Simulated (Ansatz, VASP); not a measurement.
# WC (Qusongite): VASP beside Ansatz

INCAR

```
ALGO = Normal ; EDIFF = 1E-6
ENCUT = 520 ; GGA = PE
ISIF = 2 ; ISMEAR = 0
LASPH = T ; LCHARG = F
LREAL = F ; LWAVE = F
NBANDS = 16 ; NELM = 80
PREC = Accurate ; SIGMA = 0.013000000000000001
```

File KPOINTS:

```
k-points
0
Gamma
  10 10 9
```

Contents of POSCAR:

```
WC
1.0
    2.9065000000      0.0000000000      0.0000000000
   -1.4532500000      2.5171028361      0.0000000000
    0.0000000000      0.0000000000      2.8366000000
W C
1 1
Direct
    0.0000000000      0.0000000000      0.0000000000
    0.6666666667      0.3333333333      0.5000000000
```

File input.yaml:

```yaml
crystal:
  lattice:
    - [2.9065, 0.0, 0.0]
    - [-1.45325, 2.5171028361, 0.0]
    - [0.0, 0.0, 2.8366]
  atoms:
    - { symbol: W, position: [0.0, 0.0, 0.0] }
    - { symbol: C, position: [0.6666666667, 0.3333333333, 0.5] }
kpoints:
  mp_grid: { grid: [10, 10, 9] }
scf:
  occupations: { method: gaussian, width: 0.013 }
hamiltonian:
  xc: pbe
  pseudopotentials: { kind: all_electron, lapw: { basis_error: 0.001 } }
output:
  forces: true
  stress: true
  eigenvalues: true
```

Alike in both runs: task single point; functional PBE; k mesh 10 × 10 × 9; occupations gaussian, width 0.013 eV; no spin polarisation.

|  | VASP | Ansatz |
| --- | --- | --- |
| version | VASP 6.6.1 | Ansatz 0.2.0 |
| potentials or method | VASP PAW PBE potentials, release 64 (W_sv, C) | all-electron LAPW, scalar-relativistic |
| plane-wave cutoff (eV) | 520 | see its input |

Ansatz gave:

- gap on the k mesh at the Fermi level (eV): none
- pressure (GPa): 5.7
- largest component of the traceless stress (GPa): 0.60

Which values does VASP return?

gap on the k mesh at the Fermi level (eV): none; pressure (GPa): 6.7; largest component of the traceless stress (GPa): 0.44.

A gap of «none» marks a metal or a gap that the smearing closes. Ansatz ran all-electron here, so the differences hold the error of VASP's frozen core and of both bases.

Spin-orbit coupling is left out, which matters for the levels of W.
